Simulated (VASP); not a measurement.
# GaN (P6_3mc) in VASP: a series of runs, part 2 of 2

VASP 6.6.1.

### 4 Electric field gradients, r2SCAN

INCAR

```
PREC     = Accurate       # precision mode
ENCUT    = 520            # plane-wave cutoff, eV
EDIFF    = 1E-7           # SCF threshold, eV
ISMEAR   = -1             # smearing method
SIGMA    = 0.02           # smearing width, eV
LREAL    = False          # projectors in reciprocal space
LASPH    = True           # aspherical terms in the spheres
NELM     = 100            # most SCF steps
ALGO     = Normal         # electronic algorithm
ISIF     = 2              # what is computed and relaxed
LWAVE    = False          # write WAVECAR
LCHARG   = False          # write CHGCAR
METAGGA  = R2SCAN         # meta-GGA
LMIXTAU  = True         
LEFG     = True
```

KPOINTS

```
regular mesh
0
Gamma
  8 8 5
```

POSCAR

```
GaN
1.0
    3.1800000000      0.0000000000      0.0000000000
   -1.5900000000      2.7539607840      0.0000000000
    0.0000000000      0.0000000000      5.1660000000
Ga N
2 2
Direct
    0.3333333333      0.6666666667      0.0000000000
    0.6666666667      0.3333333333      0.5000000000
    0.3333333333      0.6666666667      0.3750000000
    0.6666666667      0.3333333333      0.8750000000
```

Potentials or basis: VASP PAW PBE potentials, release 64 (Ga_d, N).

Run with:

```sh
$ cat potpaw_PBE.64/Ga_d/POTCAR potpaw_PBE.64/N/POTCAR > POTCAR
$ mpirun -np 1 vasp_std > vasp.out
```

OUTCAR:

```text
PREC = Accurate
   ENCUT = 520
   EDIFF = 1E-7
   ISMEAR = -1
   LREAL = False
   LASPH = True
   NELM = 100
   ISIF = 2
   METAGGA = R2SCAN

 ion  position               nearest neighbor table
   1  0.333  0.667  0.000-   3 1.94   4 1.95   4 1.95   4 1.95
   2  0.667  0.333  0.500-   4 1.94   3 1.95   3 1.95   3 1.95
   3  0.333  0.667  0.375-   1 1.94   2 1.95   2 1.95   2 1.95
   4  0.667  0.333  0.875-   2 1.94   1 1.95   1 1.95   1 1.95

  LATTYP: Found a hexagonal cell.
 ALAT       =     3.1800000000
 C/A-ratio  =     1.6245283019

  Lattice vectors:

 A1 = (   3.1800000000,   0.0000000000,   0.0000000000)
 A2 = (  -1.5900000000,   2.7539607840,   0.0000000000)
 A3 = (   0.0000000000,   0.0000000000,   5.1660000000)

Analysis of symmetry for initial positions (statically):
=====================================================================
 Subroutine PRICEL returns:
 Original cell was already a primitive cell.

 Routine SETGRP: Setting up the symmetry group for a
 hexagonal supercell.

 Subroutine GETGRP returns: Found 12 space group operations
 (whereof  6 operations were pure point group operations)
 out of a pool of 24 trial point group operations.

The static configuration has the point symmetry C_3v.
 The point group associated with its full space group is C_6v.

Analysis of symmetry for dynamics (positions and initial velocities):
=====================================================================
 Subroutine PRICEL returns:
 Original cell was already a primitive cell.

 Routine SETGRP: Setting up the symmetry group for a
 hexagonal supercell.

 Subroutine GETGRP returns: Found 12 space group operations
 (whereof  6 operations were pure point group operations)
 out of a pool of 24 trial point group operations.

The dynamic configuration has the point symmetry C_3v.
 The point group associated with its full space group is C_6v.

 Subroutine INISYM returns: Found 12 space group operations
 (whereof  6 operations are pure point group operations),
 and found     1 'primitive' translations

----------------------------------------------------------------------------------------

                                     Primitive cell

  volume of cell :      45.2417

  direct lattice vectors                    reciprocal lattice vectors
     3.180000000  0.000000000  0.000000000     0.314465409  0.181556688  0.000000000
    -1.590000000  2.753960784  0.000000000     0.000000000  0.363113377  0.000000000
     0.000000000  0.000000000  5.166000000     0.000000000  0.000000000  0.193573364

  length of vectors
     3.180000000  3.180000000  5.166000000     0.363113377  0.363113377  0.193573364

  position of ions in fractional coordinates (direct lattice)
     0.333333333  0.666666667  0.000000000
     0.666666667  0.333333333  0.500000000
     0.333333333  0.666666667  0.375000000
     0.666666667  0.333333333  0.875000000

  ion indices of the primitive-cell ions
   primitive index   ion index
                 1           1
                 2           2
                 3           3
                 4           4

[... 90 lines left out ...]
     AMIX     =   0.40;   BMIX     =  1.00
     AMIX_MAG =   1.60;   BMIX_MAG =  1.00
  volume/ion in A,a.u.               =      11.31        76.33
  Fermi-wavevector in a.u.,A,eV,Ry     =   1.517036  2.866782 31.312427  2.301398
  Thomas-Fermi vector in A             =   2.626345
   LORBIT       =      0    0 simple, 1 ext, 2 COOP (PROOUT), +10 PAW based schemes
   METAGGA = R2SCAN    functional components
   LHFCALC =     F    Hartree Fock is set to
   AEXX    =    0.0000 exact exchange contribution
   IVDW    =     0    specifies the selected vdW correction
   LEPSILON=     F    determine dielectric tensor
   LRPA    =     F    only Hartree local field effects (RPA)
 non-spin polarized calculation
  energy-cutoff  :      520.00
  volume of cell :       45.24
 maximum number of plane-waves:      1236
 NGX is ok and might be reduce to    24
   NGX = 11   NGY = 11   NGZ = 19

 number of electron      36.0000002 magnetization

 Free energy of the ion-electron system (eV)
  ---------------------------------------------------
  ext. energy  EPLUGINS =         0.00000000
  ---------------------------------------------------
  free energy    TOTEN  =       -43.81624376 eV

  energy without entropy =      -43.81624376  energy(sigma->0) =      -43.81624376

 E-fermi :   5.5986     XC(G=0): -12.6953

 val. band max:        5.1668970169   @ k =   0.0000   0.0000   0.0000
 cond. band min:       7.5426786640   @ k =   0.0000   0.0000   0.0000
 fundamental gap:      2.3757816471
 Fermi energy:         5.5986175149

 k-point     1 :       0.0000    0.0000    0.0000
  band No.  band energies     occupation
      1     -11.6987      2.00000
      2     -10.6683      2.00000
      3      -8.6768      2.00000
      4      -8.6540      2.00000
      5      -8.6540      2.00000
      6      -8.5826      2.00000
[... 589 lines left out ...]
     21      13.4006      0.00000
     22      13.9287      0.00000

 [... further k-points ...]

------------------------ aborting loop because EDIFF is reached ----------------------------------------

  FORCE on cell =-STRESS in cart. coord.  units (eV):
  Direction    XX          YY          ZZ          XY          YZ          ZX
  --------------------------------------------------------------------------------------
  -------------------------------------------------------------------------------------
  Total        0.4316423      0.4316423      0.9853623      0.0000000      0.0000000     -0.0000000
  in kB       15.2860502     15.2860502     34.8953253      0.0000000      0.0000000     -0.0000000
  external PRESSURE =      21.8224753 kB  Pullay stress =       0.0000000 kB

 VOLUME and BASIS-vectors are now :
 -----------------------------------------------------------------------------
  energy-cutoff  :      520.00
  volume of cell :       45.24
      direct lattice vectors                 reciprocal lattice vectors
     3.180000000  0.000000000  0.000000000     0.314465409  0.181556688  0.000000000
    -1.590000000  2.753960784  0.000000000     0.000000000  0.363113377  0.000000000
     0.000000000  0.000000000  5.166000000     0.000000000  0.000000000  0.193573364

 POSITION                                       TOTAL-FORCE (eV/Angst)
 -----------------------------------------------------------------------------------
     -0.00000      1.83597      0.00000        -0.000000      0.000000     -0.137047
      1.59000      0.91799      2.58300         0.000000      0.000000     -0.137047
     -0.00000      1.83597      1.93725        -0.000000     -0.000000      0.137047
      1.59000      0.91799      4.52025        -0.000000      0.000000      0.137047
 -----------------------------------------------------------------------------------
    total drift:                                0.000002      0.000004      0.049972

  FREE ENERGIE OF THE ION-ELECTRON SYSTEM (eV)
  ---------------------------------------------------
  free  energy   TOTEN  =       -43.8162437601 eV

  energy  without entropy=      -43.8162437601  energy(sigma->0) =      -43.81624376

 Electric field gradients (V/A^2)
---------------------------------------------------------------------
 ion       V_xx      V_yy      V_zz      V_xy      V_xz      V_yz
---------------------------------------------------------------------
   1       1.019     1.023    -2.042     0.004    -0.000     0.000
   2       1.019     1.023    -2.042     0.004     0.000    -0.000
   3      -0.411    -0.412     0.823    -0.001    -0.000     0.000
   4      -0.411    -0.412     0.823    -0.001     0.000    -0.000
---------------------------------------------------------------------

 Electric field gradients after diagonalization (V/A^2)
 (convention: |V_zz| > |V_xx| > |V_yy|)
----------------------------------------------------------------------
 ion       V_xx      V_yy      V_zz     asymmetry (V_yy - V_xx)/ V_zz
----------------------------------------------------------------------
   1       1.026     1.017    -2.042       0.004
   2       1.026     1.017    -2.042       0.004
   3      -0.413    -0.411     0.823       0.003
   4      -0.413    -0.411     0.823       0.003
----------------------------------------------------------------------

           NMR quadrupolar parameters

 Cq : quadrupolar parameter    Cq=e*Q*V_zz/h
 eta: asymmetry parameters     (V_yy - V_xx)/ V_zz
 Q  : nuclear electric quadrupole moment in mb (millibarn)
----------------------------------------------------------------------
 ion       Cq(MHz)       eta       Q (mb)
----------------------------------------------------------------------
   1      -0.005       0.004       1.000
   2      -0.005       0.004       1.000
   3       0.002       0.003       1.000
   4       0.002       0.003       1.000
----------------------------------------------------------------------
```

Run time: 68 s. Hardware: 1 thread of Intel Xeon 6975P-C (Granite Rapids), shared host; peak memory 0.17 GiB.

What came out:

| Quantity | Value |
| --- | --- |
| Free energy | -43.8162 eV |
| Pressure | 2.2 GPa |
| Largest force | 0.137 eV/Å |
| Band gap on the k mesh | 2.38 eV, direct |

Forces on the atoms (eV/Å):
```
Ga   0.000  0.000 -0.137
Ga   0.000  0.000 -0.137
N    0.000  0.000  0.137
N    0.000  0.000  0.137
```

Stress tensor (GPa, compression positive):
```
1.53 0.00 0.00
0.00 1.53 0.00
0.00 0.00 3.49
```

Electric field gradients, principal values (V/Å²):
| atom | Vxx | Vyy | Vzz |
| --- | --- | --- | --- |
| 1 Ga | 1.017 | 1.026 | -2.042 |
| 2 Ga | 1.017 | 1.026 | -2.042 |
| 3 N | -0.411 | -0.413 | 0.823 |
| 4 N | -0.411 | -0.413 | 0.823 |

Caveat: the PAW data sets were made with another functional, which shifts forces and pressure a little.

### 5 Overview

| level | cutoff (eV) | further INCAR settings | gap on the mesh (eV) | pressure (GPa) | largest force (eV/Å) |
| --- | --- | --- | --- | --- | --- |
| PBEsol | 600 | ALGO = Fast; EDIFF = 1e-07 | 1.93 | 0.6 | 0.13 |
| PBE | 520 | ALGO = Fast; EDIFF = 1e-07 | 1.97 | 7.4 | 0.13 |
| r2SCAN | 520 | ALGO = Normal; EDIFF = 1e-07 | 2.38 | 2.2 | 0.14 |

Alike in all rows: task electric field gradients; potentials or basis VASP PAW PBE potentials, release 64 (Ga_d, N); no spin polarisation; cell as given; k mesh 8 × 8 × 5; smearing fermi-dirac 0.02 eV.

On the cell as given the gap runs from 1.93 eV (PBEsol) to 2.38 eV (r2SCAN). The pressure there spans 0.6 GPa (PBEsol) to 7.4 GPa (PBE); a positive pressure means that this level wants a larger cell, a negative one a smaller.

Caveats: the PAW data sets were made with another functional, which shifts forces and pressure a little (some runs).

Absolute energies hang on the potentials; compare differences alone.

### 6 Comparison with measurements

Step 2. Measured gap of GaN: 3.503 eV (direct; quoted in “Studying electronic properties in GaN without electrical contacts using γ-γ vs e−-γ Perturbed Angular Correlations”, 2019, pmc:6823545). This calculation gives 1.93 eV (-1.58 eV). Spin-orbit coupling on Ga is left out. The value is that of PBEsol, without temperature or zero-point motion. Semilocal functionals fall short of measured gaps as a rule.

Step 3. A measured gap of GaN is 3.503 eV (direct; quoted in “Studying electronic properties in GaN without electrical contacts using γ-γ vs e−-γ Perturbed Angular Correlations”, 2019, pmc:6823545); the calculated 1.97 eV misses it by -1.53 eV. Spin-orbit coupling on Ga is left out. The value is that of PBE, without temperature or zero-point motion. Semilocal functionals fall short of measured gaps as a rule.

Step 4. Measured gap of GaN: 3.503 eV (direct; quoted in “Studying electronic properties in GaN without electrical contacts using γ-γ vs e−-γ Perturbed Angular Correlations”, 2019, pmc:6823545). This calculation gives 2.38 eV (-1.13 eV). Spin-orbit coupling on Ga is left out. The value is that of r2SCAN, without temperature or zero-point motion.
